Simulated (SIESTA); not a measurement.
ZnO (zincite):

```xyz
4
Lattice="3.2493 0.0000 0.0000 -1.6247 2.8140 0.0000 0.0000 0.0000 5.2057" Properties=species:S:1:pos:R:3 pbc="T T T"
Zn    1.6247    0.9380    0.0000
Zn    0.0000    1.8760    2.6029
O     0.0000    1.8760    4.5759
O     1.6247    0.9380    1.9730
```

Base run:

```yaml
Program: SIESTA 5.4.2
Functional: BLYP
Potentials_or_basis: PseudoDojo 0.4 standard (PBE files)
Basis: DZP (energy shift 0.003 Ry; two zetas on semicore shells)
Grid_cutoff: 800 Ry
Energy_shift: 0.003 Ry
k_mesh: 9 × 9 × 5
Occupations: fermi-dirac, width 0.05 eV
Spin: no spin polarisation
```

Its results: band gap on the k mesh 1.13 eV, direct; pressure 10.3 GPa; largest force 0.095 eV/Å.

The run is repeated on the same cell with these changes: functional from BLYP to vdW-DF-cx. What comes out?

Band gap on the k mesh 0.95 eV, direct; pressure 1.6 GPa; largest force 0.091 eV/Å.

Caveats: short orbitals over semicore shells can move pressures by several GPa; the valence orbitals were made in a potential fitted to the semicore shell under them, which widens gaps by tenths of an eV or more; the potentials were made for another functional, which shifts forces and pressure; the basis of atomic orbitals isn't converged, which shifts pressures, moduli and gaps.
